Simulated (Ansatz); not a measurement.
(001) slab cut from the bulk of WC, 15 Å of vacuum:

```xyz
9
Lattice="2.9218 0.0000 0.0000 -1.4609 2.5303 0.0000 0.0000 0.0000 26.3883" Properties=species:S:1:pos:R:3 pbc="T T T"
C     1.4609    0.8434    7.5000
W     0.0000    0.0000    8.9235
C     1.4609    0.8434   10.3471
W     0.0000    0.0000   11.7706
C     1.4609    0.8434   13.1942
W     0.0000    0.0000   14.6177
C     1.4609    0.8434   16.0412
W     0.0000    0.0000   17.4648
C     1.4609    0.8434   18.8883
```

Theory: DFT PBE, scalar-relativistic, plane waves, PAW (Ansatz). Plane waves to 420 eV, a k mesh through Γ of 12×12×1 on the computed 9-atom cell and Gaussian smearing (0.10 eV); no spin polarisation. A dipole correction removes the field between periodic images along c.

This base run converges in 8 iterations with a largest force of 5.511 eV/Å and a work function of 6.29 eV on the top face.

Settings are then changed, some of them on purpose to poor values; changes count from the base run. The slab isn't stoichiometric, so no surface energy is given.

(1) What does each change do? no dipole correction, vacuum of 5 Å; isolated along c; k mesh 1×1×1; vacuum of 22 Å; functional r2SCAN (500 eV); functional LDA; occupations cold 0.2 eV; the slab 1 repeat of the bulk cell thinner; k mesh 2×2×1.

Spin-orbit coupling is left out, which matters for the bands of heavy elements.

Results:

(1) 
```
                                    change    outcome  SCF iterations  ΔE at zero smearing (meV/atom)  Δφ top (eV)  largest force (eV/Å)
       no dipole correction, vacuum of 5 Å  converged               8                            -0.3                              5.505
                          isolated along c  converged               9                             0.0         0.00                 5.511
                              k mesh 1×1×1  converged              26                         +1891.6        +1.06                 7.706
                            vacuum of 22 Å  converged               8                             0.0         0.00                 5.511
                functional r2SCAN (500 eV)  converged               9                                        +0.12                 5.839
                            functional LDA  converged               8                                        +0.24                 5.296
                   occupations cold 0.2 eV  converged               8                             0.0        +0.04                 5.582
the slab 1 repeat of the bulk cell thinner  converged               9                                        -0.01                 5.472
                              k mesh 2×2×1  converged              11                          +281.6        -0.11                 4.491
```
